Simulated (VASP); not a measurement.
# Al (Fm-3m) in VASP: notebook

The runs below take Al through relaxation of cell and atoms, vibrations by finite differences, with PBE.

Program: VASP 6.6.1. These are calculated values, not measurements. Logs are shortened: lines on timing, memory, paths and dates and some standing lists are left out, and cuts for length are marked.

**1. The structure**

It takes space group Fm-3m (No. 225, cubic). Conventional cell: a = 4.050 Å, b = 4.050 Å, c = 4.050 Å, α = 90.00°, β = 90.00°, γ = 90.00°. Al (site symmetry m-3m) is surrounded by 12 Al at 2.86 Å.

**2. Relaxation of cell and atoms, PBE**

File INCAR:

```
SYSTEM = Al
PREC = Accurate
ENCUT = 520
EDIFF = 1E-7
ISMEAR = 0
SIGMA = 0.1
LREAL = .FALSE.
LASPH = .TRUE.
NELM = 80
ALGO = Fast
ISIF = 3
LWAVE = .FALSE.
LCHARG = .FALSE.
GGA = PE
IBRION = 2
NSW = 80
EDIFFG = -0.002
```

File KPOINTS:

```
regular mesh
0
G
  4 4 4
  0 0 0
```

File POSCAR:

```
Al
1.0
    0.0000000000      2.0248050000      2.0248050000
    2.0248050000      0.0000000000      2.0248050000
    2.0248050000      2.0248050000      0.0000000000
Al
1
Direct
    0.0000000000      0.0000000000      0.0000000000
```

Potentials or basis: VASP PAW PBE potentials, release 64 (Al).

Started as:

```sh
> cat potpaw_PBE.64/Al/POTCAR > POTCAR
> mpirun -np 1 vasp_std > vasp.out
```

OUTCAR:

```text
SYSTEM = Al
   PREC = Accurate
   ENCUT = 520
   EDIFF = 1E-7
   ISMEAR = 0
   LREAL = .FALSE.
   LASPH = .TRUE.
   NELM = 80
   ISIF = 3
   GGA = PE
   IBRION = 2
   NSW = 80
   EDIFFG = -0.002

 ion  position               nearest neighbor table
   1  0.000  0.000  0.000-

  LATTYP: Found a face centered cubic cell.
 ALAT       =     4.0496100000

  Lattice vectors:

 A1 = (   0.0000000000,   2.0248050000,   2.0248050000)
 A2 = (   2.0248050000,   0.0000000000,   2.0248050000)
 A3 = (   2.0248050000,   2.0248050000,   0.0000000000)

Analysis of symmetry for initial positions (statically):
=====================================================================
 Subroutine PRICEL returns:
 Original cell was already a primitive cell.

 Routine SETGRP: Setting up the symmetry group for a
 face centered cubic supercell.

 Subroutine GETGRP returns: Found 48 space group operations
 (whereof 48 operations were pure point group operations)
 out of a pool of 48 trial point group operations.

The static configuration has the point symmetry O_h .

Analysis of symmetry for dynamics (positions and initial velocities):
=====================================================================
 Subroutine PRICEL returns:
 Original cell was already a primitive cell.

 Routine SETGRP: Setting up the symmetry group for a
 face centered cubic supercell.

 Subroutine GETGRP returns: Found 48 space group operations
 (whereof 48 operations were pure point group operations)
 out of a pool of 48 trial point group operations.

The dynamic configuration has the point symmetry O_h .

 Subroutine INISYM returns: Found 48 space group operations
 (whereof 48 operations are pure point group operations),
 and found     1 'primitive' translations

----------------------------------------------------------------------------------------

                                     Primitive cell

  volume of cell :      16.6027

  direct lattice vectors                    reciprocal lattice vectors
     0.000000000  2.024805000  2.024805000    -0.246937359  0.246937359  0.246937359
     2.024805000  0.000000000  2.024805000     0.246937359 -0.246937359  0.246937359
     2.024805000  2.024805000  0.000000000     0.246937359  0.246937359 -0.246937359

  length of vectors
     2.863506692  2.863506692  2.863506692     0.427708053  0.427708053  0.427708053

  position of ions in fractional coordinates (direct lattice)
     0.000000000  0.000000000  0.000000000

  ion indices of the primitive-cell ions
   primitive index   ion index
                 1           1

----------------------------------------------------------------------------------------

 KPOINTS: regular mesh

Automatic generation of k-mesh.
 Grid dimensions read from file:
 generate k-points for:    4    4    4

 Generating k-lattice:

  Cartesian coordinates                     Fractional coordinates (reciprocal lattice)
    -0.061734340  0.061734340  0.061734340     0.250000000  0.000000000  0.000000000
     0.061734340 -0.061734340  0.061734340     0.000000000  0.250000000  0.000000000
     0.061734340  0.061734340 -0.061734340     0.000000000  0.000000000  0.250000000

  Length of vectors
     0.106927013  0.106927013  0.106927013

  Shift w.r.t. Gamma in fractional coordinates (k-lattice)
     0.000000000  0.000000000  0.000000000

 Subroutine IBZKPT returns following result:
 ===========================================

 Found      8 irreducible k-points:

 Following reciprocal coordinates:
            Coordinates               Weight
  0.000000  0.000000  0.000000      1.000000
  0.250000  0.000000  0.000000      8.000000
  0.500000  0.000000  0.000000      4.000000
  0.250000  0.250000  0.000000      6.000000
  0.500000  0.250000  0.000000     24.000000
 -0.250000  0.250000  0.000000     12.000000
  0.500000  0.500000  0.000000      3.000000
 -0.250000  0.500000  0.250000      6.000000
   k-points           NKPTS =      8   k-points in BZ     NKDIM =      8   number of bands    NBANDS=      5
   number of dos      NEDOS =    301   number of ions     NIONS =      1
   total plane-waves  NPLWV =  13824
   dimension x,y,z NGX =    24 NGY =   24 NGZ =   24
   dimension x,y,z NGXF=    48 NGYF=   48 NGZF=   48
   ions per type =               1
   NGX,Y,Z   is equivalent  to a cutoff of  13.93, 13.93, 13.93 a.u.
   NGXF,Y,Z  is equivalent  to a cutoff of  27.87, 27.87, 27.87 a.u.
 SYSTEM =  Al
   PREC   = accura    normal or accurate (medium, high low for compatibility)
   ISTART =      0    job   : 0-new  1-cont  2-samecut
   ICHARG =      2    charge: 1-file 2-atom 10-const
   ISPIN  =      1    spin polarized calculation?
   LNONCOLLINEAR =      F non collinear calculations
   LSORBIT =      F    spin-orbit coupling
   LASPH  =      T    aspherical Exc in radial PAW
   ENCUT  =  520.0 eV  38.22 Ry    6.18 a.u.   5.32  5.32  5.32*2*pi/ulx,y,z
   NELM   =     80;   NELMIN=  2; NELMDL= -5     # of ELM steps
   EDIFF  = 0.1E-06   stopping-criterion for ELM
   LREAL  =      F    real-space projection
   EDIFFG = -.2E-02   stopping-criterion for IOM
   NSW    =     80    number of steps for IOM
   IBRION =      2    ionic relax: 0-MD 1-quasi-New 2-CG
   NFREE  =      1    steps in history (QN), initial steepest desc. (CG)
   ISIF   =      3    stress and relaxation
   ISYM   =      2    0-nonsym 1-usesym 2-fastsym
   POTIM  = 0.5000    time-step for ionic-motion
   TEBEG  =    0.0;   TEEND  =   0.0 temperature during run
   PSTRESS=    0.0 pullay stress
   NELECT =       3.0000    total number of electrons
   NUPDOWN=      -1.0000    fix difference up-down
   EMIN   =  10.00;   EMAX   =-10.00  energy-range for DOS
   EFERMI =   0.00;   METHOD = LEGACY
   ISMEAR =     0;   SIGMA  =   0.10  broadening in eV -4-tet -1-fermi 0-gaus
   EFERMI_NEDOS =   21; number of points for ismear=-14 and -15
   IALGO  =     68    algorithm
   IMIX   =      4    mixing-type and parameters
     AMIX     =   0.40;   BMIX     =  1.00
     AMIX_MAG =   1.60;   BMIX_MAG =  1.00
  volume/ion in A,a.u.               =      16.60       112.04
  Fermi-wavevector in a.u.,A,eV,Ry     =   0.925526  1.748991 11.654733  0.856599
  Thomas-Fermi vector in A             =   2.051390
   LORBIT       =      0    0 simple, 1 ext, 2 COOP (PROOUT), +10 PAW based schemes
   GGA     = PE    functional components
   LHFCALC =     F    Hartree Fock is set to
   AEXX    =    0.0000 exact exchange contribution
   IVDW    =     0    specifies the selected vdW correction
   LEPSILON=     F    determine dielectric tensor
   LRPA    =     F    only Hartree local field effects (RPA)
 conjugate gradient relaxation of ions
 non-spin polarized calculation
 RMM-DIIS sequential band-by-band and
 Gauss-broadening in eV      SIGMA  =   0.10
  energy-cutoff  :      520.00
  volume of cell :       16.60
 maximum number of plane-waves:       459
 NGX is ok and might be reduce to    24
   NGX = 11   NGY = 11   NGZ = 11

--------------------------------------- Ionic step        1  -------------------------------------------

 number of electron       3.0000000 magnetization

 Free energy of the ion-electron system (eV)
  ---------------------------------------------------
  ext. energy  EPLUGINS =         0.00000000
  ---------------------------------------------------
  free energy    TOTEN  =        -3.46035044 eV

  energy without entropy =       -3.44427998  energy(sigma->0) =       -3.45231521

------------------------ aborting loop because EDIFF is reached ----------------------------------------

  FORCE on cell =-STRESS in cart. coord.  units (eV):
  Direction    XX          YY          ZZ          XY          YZ          ZX
  --------------------------------------------------------------------------------------
  -------------------------------------------------------------------------------------
  Total        0.0242380      0.0242380      0.0242380      0.0000000     -0.0000000      0.0000000
  in kB        2.3389865      2.3389865      2.3389865      0.0000000     -0.0000000      0.0000000
  external PRESSURE =       2.3389865 kB  Pullay stress =       0.0000000 kB

 VOLUME and BASIS-vectors are now :
 -----------------------------------------------------------------------------
  energy-cutoff  :      520.00
  volume of cell :       16.60
      direct lattice vectors                 reciprocal lattice vectors
     0.000000000  2.024805000  2.024805000    -0.246937359  0.246937359  0.246937359
     2.024805000  0.000000000  2.024805000     0.246937359 -0.246937359  0.246937359
     2.024805000  2.024805000  0.000000000     0.246937359  0.246937359 -0.246937359
[... 36 lines left out ...]
 POSITION                                       TOTAL-FORCE (eV/Angst)
 -----------------------------------------------------------------------------------
      0.00000      0.00000      0.00000        -0.000000      0.000000     -0.000000
 -----------------------------------------------------------------------------------
    total drift:                                0.000000     -0.000000      0.000000

  FREE ENERGIE OF THE ION-ELECTRON SYSTEM (eV)
  ---------------------------------------------------
  free  energy   TOTEN  =        -3.4603818886 eV

  energy  without entropy=       -3.4442552177  energy(sigma->0) =       -3.45231855

--------------------------------------- Ionic step        3  -------------------------------------------

 number of electron       3.0000000 magnetization

 Free energy of the ion-electron system (eV)
  ---------------------------------------------------
  ext. energy  EPLUGINS =         0.00000000
  ---------------------------------------------------
  free energy    TOTEN  =        -3.46038403 eV

  energy without entropy =       -3.44426892  energy(sigma->0) =       -3.45232647

 E-fermi :   7.2197     XC(G=0): -10.1606

 val. band max:        7.1595547825   @ k =   0.5000   0.2500   0.0000
 cond. band min:       8.0919193675   @ k =  -0.2500   0.5000   0.2500
 fundamental gap:      0.9323645850
 Fermi energy:         7.2197255595

 k-point     1 :       0.0000    0.0000    0.0000
  band No.  band energies     occupation
      1      -3.1621      2.00000
      2      20.4808      0.00000
      3      20.4808      0.00000
      4      20.4808      0.00000
      5      21.9036      0.00000

 k-point     2 :       0.2500    0.0000    0.0000
  band No.  band energies     occupation
      1      -1.4824      2.00000
      2      11.3318      0.00000
      3      18.7530      0.00000
      4      18.7530      0.00000
      5      22.1827      0.00000

 k-point     3 :       0.5000    0.0000    0.0000
  band No.  band energies     occupation
      1       3.3521      2.00000
      2       3.5441      2.00000
      3      19.2261      0.00000
      4      19.2261      0.00000
      5      19.3283      0.00000
[... 60 lines left out ...]
 POSITION                                       TOTAL-FORCE (eV/Angst)
 -----------------------------------------------------------------------------------
      0.00000      0.00000      0.00000         0.000000      0.000000     -0.000000
 -----------------------------------------------------------------------------------
    total drift:                                0.000000     -0.000000      0.000000

  FREE ENERGIE OF THE ION-ELECTRON SYSTEM (eV)
  ---------------------------------------------------
  free  energy   TOTEN  =        -3.4603840281 eV

  energy  without entropy=       -3.4442689162  energy(sigma->0) =       -3.45232647

 reached required accuracy - stopping structural energy minimisation
```

Wall time 4 s (1 thread of Intel Xeon Platinum 8375C at 2.90GHz (Ice Lake), shared host); peak memory 0.12 GiB.

Results:

- Free energy: -3.4604 eV
- Relaxed volume: 16.65 Å³/atom
- Relaxed cell: a = 2.866 Å, b = 2.866 Å, c = 2.866 Å, α = 60.00°, β = 60.00°, γ = 60.00°
- Space group after relaxing (to 0.05 Å): Fm-3m (No. 225)
- Energy gained by relaxing: 0.0 meV/atom
- Ionic steps: 3
- Pressure after relaxing: 0.0 GPa
- Band gap on the k mesh: none (metal or under the smearing width)

Final structure:
```
CELL_PARAMETERS angstrom
0.00000 2.02670 2.02670
2.02670 0.00000 2.02670
2.02670 2.02670 0.00000
ATOMIC_POSITIONS crystal
Al 0.00000 0.00000 0.00000
```

Caveat: the k mesh is coarse (spacing up to 0.67 Å⁻¹), so the values aren't converged.

**3. Relaxation of cell and atoms, PBE**

This run uses another cell than the first one, of 16.65 Å³/atom, 1.003 times its volume.

INCAR is that of step 2.

KPOINTS is that of step 2.

File POSCAR:

```
Al                                      
1.0
    0.0000000000      2.0266960946      2.0266960946
    2.0266960946     -0.0000000000      2.0266960946
    2.0266960946      2.0266960946      0.0000000000
  Al            
     1
Direct
     0.0000000000000000    0.0000000000000000    0.0000000000000000
```

Potentials or basis: VASP PAW PBE potentials, release 64 (Al).

Started as:

```sh
> cat potpaw_PBE.64/Al/POTCAR > POTCAR
> mpirun -np 1 vasp_std > vasp.out
```

It took 2.3 s on 1 thread of Intel Xeon Platinum 8375C at 2.90GHz (Ice Lake), shared host; peak memory 0.12 GiB.

Results (log left out):

```yaml
Free_energy: -3.4604 eV
Pressure_after_relaxing: 0.0 GPa
Band_gap_on_the_k_mesh: none (metal or under the smearing width)
```

Final structure:
```cif
data_structure
_symmetry_space_group_name_H-M 'P 1'
_symmetry_Int_Tables_number 1
_cell_length_a 2.8662
_cell_length_b 2.8662
_cell_length_c 2.8662
_cell_angle_alpha 60.000
_cell_angle_beta 60.000
_cell_angle_gamma 60.000
_cell_volume 16.65
loop_
_atom_site_label
_atom_site_type_symbol
_atom_site_fract_x
_atom_site_fract_y
_atom_site_fract_z
_atom_site_occupancy
Al1 Al 0.00000 0.00000 0.00000 1
```

Levels at points of the mesh, in eV from the Fermi level:
```csv
k point,band 1,band 2,band 3,band 4,band 5
"(0.00, 0.00, 0.00)",-10.38,13.26,13.26,13.26,14.68
"(0.50, 0.00, 0.00)",-3.87,-3.68,12.01,12.01,12.11
"(0.50, 0.50, 0.00)",-2.21,-0.91,5.95,6.24,6.24
```

Caveat: the k mesh is coarse (spacing up to 0.67 Å⁻¹), so the values aren't converged; the relaxation stopped at its first step, so nothing moved.

(Part 1 of 2 ends here.)
